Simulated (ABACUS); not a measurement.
**CoO: equation of state with PBE**

Crystal: CoO.

```
Co O
1.0
     3.19765    0.00000    0.00000
    -1.59882    2.76924    0.00000
     0.00000    0.00000    5.22871
Co O
2 2
Direct
  0.33333 0.66667 0.50336
  0.00000 0.00000 0.00347
  0.33333 0.66667 0.87156
  0.00000 0.00000 0.37161
```

Measurements of this composition are mostly on another form, of space group No. 225.

| Property | Result |
| --- | --- |
| Program | ABACUS 3.10.1 |
| Task | equation of state |
| Functional | PBE |
| Potentials or basis | PseudoDojo NC SR 0.4.1 PBE standard |
| Cutoff | 1361 eV |
| Density cutoff | 5442 eV |
| Basis | DZP LCAO (the cutoffs set its grid) |
| k mesh | 10 × 10 × 5 |
| Occupations | fermi-dirac, width 0.05 eV |
| Spin | collinear spin, ferromagnetic start |
| Starting moments | [2.0, 2.0, 0.0, 0.0] μB |

| Item | Value |
| --- | --- |
| Equilibrium volume | 11.74 Å³/atom (rough: see the caveat) |
| Bulk modulus at fixed shape and positions | 130 GPa (rough) |

Energy against volume, from the lowest point:
```
volume (Å³/atom)  energy (meV/atom)
          10.881              27.68
          11.112              14.44
          11.344               5.54
          11.575               0.82
          11.807               0.00
          12.038               2.79
          12.270               8.99
```

All runs of the series together: 3.4 min on 4 threads of AMD EPYC 7B13 (Zen 3), with other jobs on the host.

Caveat: the atomic orbitals were generated for these runs and aren't a published set; the fit is doubtful: noisy points or a state that changes with volume; the cell was scaled at fixed shape and fractional positions, which overstates the stiffness of a crystal with free parameters, most of all of layers and chains; the basis of atomic orbitals isn't converged, which shifts pressures, moduli and gaps.
